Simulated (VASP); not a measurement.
# Sb (Pm-3m) in VASP: notebook, part 2 of 2

VASP 6.6.1.

### 4 Single point, PBE

INCAR

```
PREC = Accurate ; ENCUT = 520
EDIFF = 1E-6 ; ISMEAR = -1
SIGMA = 0.04 ; LREAL = False
LASPH = True ; NELM = 100
ALGO = Normal ; ISIF = 2
LWAVE = False ; LCHARG = False
GGA = PE ; NBANDS = 8
```

KPOINTS

```
Automatic mesh
0
Gamma
  5 5 5
```

POSCAR

```
Sb
1.0
    3.1600000000      0.0000000000      0.0000000000
    0.0000000000      3.1600000000      0.0000000000
    0.0000000000      0.0000000000      3.1600000000
Sb
1
Direct
    0.0000000000      0.0000000000      0.0000000000
```

Started as:

```bash
> cat potpaw_PBE.64/Sb/POTCAR > POTCAR
> mpirun -np 1 vasp_std > vasp.out
```

Run time: 2.8 s. Hardware: 1 thread of Intel Xeon Platinum 8259CL at 2.50GHz (Skylake/Cascade Lake), shared host; peak memory 0.13 GiB.

Results (log left out):

* Free energy: -3.9850 eV
* Pressure: -2.4 GPa
* Band gap on the k mesh: none (metal or under the smearing width)

Levels at points of the mesh, in eV from the Fermi level:
| k point | band 1 | band 2 | band 3 | band 4 | band 5 | band 6 |
| --- | --- | --- | --- | --- | --- | --- |
| (0.00, 0.00, 0.00) | -12.11 | 2.98 | 2.98 | 2.98 | 6.73 | 6.73 |

Caveat: the k mesh is coarse (spacing up to 0.40 Å⁻¹), so the values aren't converged.

### 5 Single point, BLYP

INCAR

```
AGGAC = 1.0
AGGAX = 1.0
ALDAC = 0.0
ALDAX = 1.0
ALGO = Normal
EDIFF = 1E-6
ENCUT = 520
GGA = B5
ISIF = 2
ISMEAR = -1
LASPH = True
LCHARG = True
LELF = True
LREAL = False
LVHAR = True
LWAVE = False
NBANDS = 8
NELM = 60
PREC = Accurate
SIGMA = 0.15
```

KPOINTS

```
k-points
0
Gamma
  8 8 8
```

POSCAR is that of step 4.

Potentials or basis: VASP PAW PBE potentials, release 64 (Sb).

Started as:

```bash
> cat potpaw_PBE.64/Sb/POTCAR > POTCAR
> mpirun -np 1 vasp_std > vasp.out
```

OUTCAR:

```text
EDIFF = 1E-6
   ENCUT = 520
   GGA = B5
   ISIF = 2
   ISMEAR = -1
   LASPH = True
   LREAL = False
   NELM = 60
   PREC = Accurate

 ion  position               nearest neighbor table
   1  0.000  0.000  0.000-

  LATTYP: Found a simple cubic cell.
 ALAT       =     3.1600000000

  Lattice vectors:

 A1 = (   3.1600000000,   0.0000000000,   0.0000000000)
 A2 = (   0.0000000000,   3.1600000000,   0.0000000000)
 A3 = (   0.0000000000,   0.0000000000,   3.1600000000)

Analysis of symmetry for initial positions (statically):
[... 442 lines left out ...]

 [... further k-points ...]

------------------------ aborting loop because EDIFF is reached ----------------------------------------

  FORCE on cell =-STRESS in cart. coord.  units (eV):
  Direction    XX          YY          ZZ          XY          YZ          ZX
  --------------------------------------------------------------------------------------
  -------------------------------------------------------------------------------------
  Total        0.3823781      0.3823781      0.3823781      0.0000000     -0.0000000      0.0000000
  in kB       19.4152223     19.4152223     19.4152223      0.0000000     -0.0000000      0.0000000
  external PRESSURE =      19.4152223 kB  Pullay stress =       0.0000000 kB

 VOLUME and BASIS-vectors are now :
 -----------------------------------------------------------------------------
  energy-cutoff  :      520.00
  volume of cell :       31.55
      direct lattice vectors                 reciprocal lattice vectors
     3.160000000  0.000000000  0.000000000     0.316455696  0.000000000  0.000000000
     0.000000000  3.160000000  0.000000000     0.000000000  0.316455696  0.000000000
     0.000000000  0.000000000  3.160000000     0.000000000  0.000000000  0.316455696

 POSITION                                       TOTAL-FORCE (eV/Angst)
 -----------------------------------------------------------------------------------
      0.00000      0.00000      0.00000         0.000000      0.000000      0.000000
 -----------------------------------------------------------------------------------
    total drift:                               -0.000000      0.000000      0.000000

  FREE ENERGIE OF THE ION-ELECTRON SYSTEM (eV)
  ---------------------------------------------------
  free  energy   TOTEN  =        -3.3401798051 eV

  energy  without entropy=       -3.2906990116  energy(sigma->0) =       -3.31543941
```

stdout:

```text
POSCAR found type information on POSCAR Sb
 POSCAR found :  1 types and       1 ions
 scaLAPACK will be used
 -----------------------------------------------------------------------------
|                                                                             |
|                                                                             |
|     You enforced a specific xc type in the INCAR file but a different       |
|     I HOPE YOU KNOW WHAT YOU ARE DOING!                                     |
|                                                                             |
 -----------------------------------------------------------------------------

 LDA part: xc-table for (Slater(with rela. corr.)+VWN5), standard interpolation
 POSCAR, INCAR and KPOINTS ok, starting setup
 FFT: planning ... GRIDC
 FFT: planning ... GRID_SOFT
 FFT: planning ... GRID
 WAVECAR not read
 entering main loop
```

It took 11 s on 1 thread of Intel Xeon Platinum 8259CL at 2.50GHz (Skylake/Cascade Lake), shared host; peak memory 0.13 GiB.

What came out:

| Quantity | Value |
| --- | --- |
| Free energy | -3.3402 eV |
| Pressure | 1.9 GPa |
| Band gap on the k mesh | none (metal or under the smearing width) |

Caveat: the PAW data sets were made with another functional, which shifts forces and pressure a little. Spin-orbit coupling is left out, which matters for the levels of Sb.

### 6 Single point, r2SCANh+D4, collinear spin, typed start

POSCAR is that of step 5.

INCAR.step1

```
PREC = Accurate
ENCUT = 520
EDIFF = 1E-5
ISMEAR = 1
SIGMA = 0.1
LREAL = False
LASPH = True
NELM = 150
ALGO = Normal
ISIF = 2
LWAVE = True
LCHARG = False
ISPIN = 2
MAGMOM = 0.5
LORBIT = 11
GGA = PE
NBANDS = 12
```

INCAR.step2

```
PREC = Accurate
ENCUT = 520
EDIFF = 1E-6
ISMEAR = 1
SIGMA = 0.1
LREAL = False
LASPH = True
NELM = 150
ALGO = Normal
ISIF = 2
LWAVE = False
LCHARG = False
ISPIN = 2
MAGMOM = 0.5
LORBIT = 11
METAGGA = R2SCAN
LHFCALC = True
AEXX = 0.1
LMIXTAU = True
PRECFOCK = Normal
HFRCUT = -1
IVDW = 13
VDW_S6 = 1.0
VDW_S8 = 0.8324
VDW_A1 = 0.4944
VDW_A2 = 5.9019
ISTART = 1
NBANDS = 12
```

KPOINTS

```
regular mesh
0
Gamma
  5 5 5
```

Potentials or basis: VASP PAW PBE potentials, release 64 (Sb).

Started as:

```bash
> cat potpaw_PBE.64/Sb/POTCAR > POTCAR
> cp INCAR.step1 INCAR
> mpirun -np 1 vasp_std > vasp.out
> cp INCAR.step2 INCAR
> mpirun -np 1 vasp_std > vasp.out
```

Wall time 6.1 min (1 thread of Intel Xeon Platinum 8259CL at 2.50GHz (Skylake/Cascade Lake), shared host); peak memory 0.17 GiB.

Results (log left out):

* Free energy: -24.1039 eV
* Pressure: -5.3 GPa
* Band gap on the k mesh: none (metal or under the smearing width)
* Net moment: 0.14 μB per cell
* Site moments: Sb +0.06 μB
* Valence electrons inside the program's atomic spheres: Sb 2.38
* Dispersion energy per atom: -0.189 eV

Levels at points of the mesh, in eV from the Fermi level:
Spin up:
```tsv
k point	band 1	band 2	band 3	band 4	band 5	band 6
(0.00, 0.00, 0.00)	-13.45	3.39	3.39	3.39	7.32	7.32
```
Spin down:
| k point | band 1 | band 2 | band 3 | band 4 | band 5 | band 6 | band 7 |
| --- | --- | --- | --- | --- | --- | --- | --- |
| (0.00, 0.00, 0.00) | -13.27 | 3.53 | 3.53 | 3.53 | 7.44 | 7.44 | 8.95 |

Caveat: the k mesh is coarse (spacing up to 0.40 Å⁻¹), so the values aren't converged, least of all with exact exchange; the PAW data sets were made with another functional, which shifts forces and pressure a little; pairwise dispersion overbinds metals, which lowers pressure and volume.

### 7 Overview

```csv
level,spin,cell,k mesh,smearing,exchange at q = 0,grid for exact exchange (PRECFOCK),mesh quality,gap on the mesh (eV),pressure (GPa)
r2SCAN,off,cell strained at random at fixed volume,7 × 6 × 6,fermi-dirac 0.01 eV,-,-,not flagged,none,-3.2
PBE,off,as given,6 × 6 × 6,fermi-dirac 0.02 eV,-,-,not flagged,none,-1.3
PBE,off,as given,5 × 5 × 5,fermi-dirac 0.04 eV,-,-,coarse,none,-2.4
BLYP,off,as given,8 × 8 × 8,fermi-dirac 0.15 eV,-,-,not flagged,none,1.9
r2SCANh+D4,"collinear, typed start",as given,5 × 5 × 5,methfessel-paxton 0.1 eV,truncated,Normal,coarse,none,-5.3
```

Alike in all rows: task single point; potentials or basis VASP PAW PBE potentials, release 64 (Sb); cutoff (eV) 520.

Caveats: some runs use coarse meshes; the PAW data sets were made with another functional, which shifts forces and pressure a little (some runs); pairwise dispersion overbinds metals, which lowers pressure and volume (some runs).

Absolute energies hang on the potentials; compare differences alone.
